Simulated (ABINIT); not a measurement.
Crystal: TiAl3.

```
Ti Al
1.0
    -1.91111    1.91111    4.28067
     1.91111   -1.91111    4.28067
     1.91111    1.91111   -4.28067
Ti Al
1 3
Cartesian
  0.0000 0.0000 0.0000
  1.9111 0.0000 2.1403
  0.0000 1.9111 2.1403
  0.0000 0.0000 4.2807
```

The cell comes from a database or a generator and needn't be the stable form of this composition.

```yaml
Program: ABINIT 10.8.3 (patched build)
Task: relaxation of cell and atoms
Functional: revPBE
Potentials_or_basis: JTH PAW PBE v2.0
Cutoff: 490 eV
k_mesh: 6 × 6 × 6
Occupations: fermi-dirac, width 0.05 eV
Spin: no spin polarisation
```

At the start: pressure 3.7 GPa; volume 15.63 Å³/atom.

Q: Where does the relaxation end?

A: Over 6 steps the energy falls by 6.1 meV/atom and the volume is 16.17 Å³/atom (+3.4 %); space group I4/mmm (No. 139, to 0.05 Å).

Step by step:
```csv
step,energy change (eV),largest force (eV/Å),pressure (GPa),volume (Å³)
1,0.0000,0.0000,3.71,62.54
2,-0.0136,0.0000,2.40,63.25
3,-0.0242,0.0000,0.09,64.62
4,-0.0243,0.0000,0.00,64.67
5,-0.0243,0.0000,0.00,64.68
6,-0.0243,0.0000,-0.01,64.68
```

Final structure:
```
Ti Al
1.0
    -1.93242    1.93242    4.33019
     1.93242   -1.93242    4.33019
     1.93242    1.93242   -4.33019
Ti Al
1 3
Cartesian
  0.0000 0.0000 0.0000
  1.9324 0.0000 2.1651
  0.0000 1.9324 2.1651
  0.0000 0.0000 4.3302
```

Caveat: the k mesh is coarse (spacing up to 0.39 Å⁻¹), so the values aren't converged; the PAW data sets were made with another functional, which shifts forces and pressure a little.
